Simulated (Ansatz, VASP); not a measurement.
# GaP in VASP and in Ansatz

```xyz
2
Lattice="0.0000 2.7525 2.7525 2.7525 0.0000 2.7525 2.7525 2.7525 0.0000" Properties=species:S:1:pos:R:3 pbc="T T T"
Ga    0.0000    0.0000    0.0000
P     1.3763    1.3763    1.3763
```

Alike in both runs: task relaxation of cell and atoms; functional PBE; dispersion D3(BJ); k mesh 8 × 8 × 8; occupations gaussian, width 0.02 eV; no spin polarisation.

|  | VASP | Ansatz |
| --- | --- | --- |
| version | VASP 6.6.1 | Ansatz 0.2.0 |
| potentials or method | VASP PAW PBE potentials, release 64 (Ga_d, P) | scalar-relativistic, plane waves, PAW |
| plane-wave cutoff (eV) | 600 | 420 |
| valence electrons in the cell | 18 | 18 |

VASP gave:

| Quantity | Value |
| --- | --- |
| gap on the k mesh at the Fermi level, each at its own relaxed structure (eV) | 1.64 |
| relaxed volume (Å³/atom) | 20.17 |
| relaxed cell length with the largest relative difference (Å) | 3.850 |
| energy change over the relaxation (meV/atom) | -6 |

Q: Which values does Ansatz return?

A: gap on the k mesh at the Fermi level, each at its own relaxed structure (eV): 1.64; relaxed volume (Å³/atom): 20.18; relaxed cell length with the largest relative difference (Å): 3.850; energy change over the relaxation (meV/atom): -5.

A k mesh can miss the band edges.
